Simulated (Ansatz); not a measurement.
Set up this calculation in Ansatz 0.2.0, as the native input.

* Task: relaxation of cell and atoms
* Functional: r2SCAN
* Potentials or basis: Ansatz PAW
* Cutoff: 500 eV (not typed: the program's choice for these potentials)
* k mesh: 6 × 6 × 9
* Occupations: fermi-dirac, width 0.05 eV
* Spin: no spin polarisation

TiO2:

```
CELL_PARAMETERS angstrom
4.59984 0.00000 0.00000
0.00000 4.59984 0.00000
0.00000 0.00000 2.95921
ATOMIC_POSITIONS crystal
Ti 0.00000 0.00000 0.50000
Ti 0.50000 0.50000 0.00000
O 0.30432 0.30432 0.50000
O 0.19568 0.80432 0.00000
O 0.80432 0.19568 0.00000
O 0.69568 0.69568 0.50000
```

The cell is a database's computed one.

These files were run (other wordings do the same):

input.yaml

```yaml
crystal:
  lattice:
    - [4.5998373239, 0.0, 0.0]
    - [0.0, 4.5998373239, 0.0]
    - [0.0, 0.0, 2.95921356]
  atoms:
    - { symbol: Ti, position: [0.0, 0.0, 0.5] }
    - { symbol: Ti, position: [0.5, 0.5, 0.0] }
    - { symbol: O, position: [0.30432132, 0.30432132, 0.5] }
    - { symbol: O, position: [0.19567868, 0.80432132, 0.0] }
    - { symbol: O, position: [0.80432132, 0.19567868, 0.0] }
    - { symbol: O, position: [0.69567868, 0.69567868, 0.5] }
hamiltonian:
  xc: r2scan
  pseudopotentials: { kind: paw }
kpoints:
  mp_grid: { grid: [6, 6, 9] }
scf:
  occupations: { method: fermi_dirac, width: 0.05 }
output:
  forces: true
  stress: true
  eigenvalues: true
  write_density: true
  write_potential: true
  elf: true
  volumetric_format: npy
relax:
  f_tol: 0.01
  max_steps: 40
  cell: { stress_tol: 0.05 }
```

Potentials or basis: Ansatz PAW.

Run with:

```sh
$ ansatz run input.yaml --threads 2 --pin off --max-ram 5632MiB --backend cpu --events-out ev --progress --plain --runs-dir out
```

Results of the run:

```
Relaxed volume                         : 10.40 Å³/atom
Relaxed cell                           : a = 4.596 Å, b = 4.596 Å, c = 2.954 Å, α = 90.00°, β = 90.00°, γ = 90.00°
Space group after relaxing (to 0.05 Å) : P4_2/mnm (No. 136)
Energy gained by relaxing              : 0.2 meV/atom
Ionic steps                            : 5
Pressure after relaxing                : 0.0 GPa
Largest force after relaxing           : 0.004 eV/Å
Band gap on the k mesh                 : 2.22 eV, direct
```

Caveat: odd divisions of the mesh miss points on the zone boundary, where band edges often lie, so the gap on the mesh can be too wide; the plane-wave basis is chosen anew once the cell has moved, so the energies of steps on either side of that aren't comparable; the PAW data sets come from PBE, with cores solved anew for the run's functional, which leaves a small shift of forces and pressure.

Wall time 23 s on 2 threads of Intel(R) Xeon(R) 6975P-C (Granite Rapids) (shared host), peak memory 0.59 GiB.
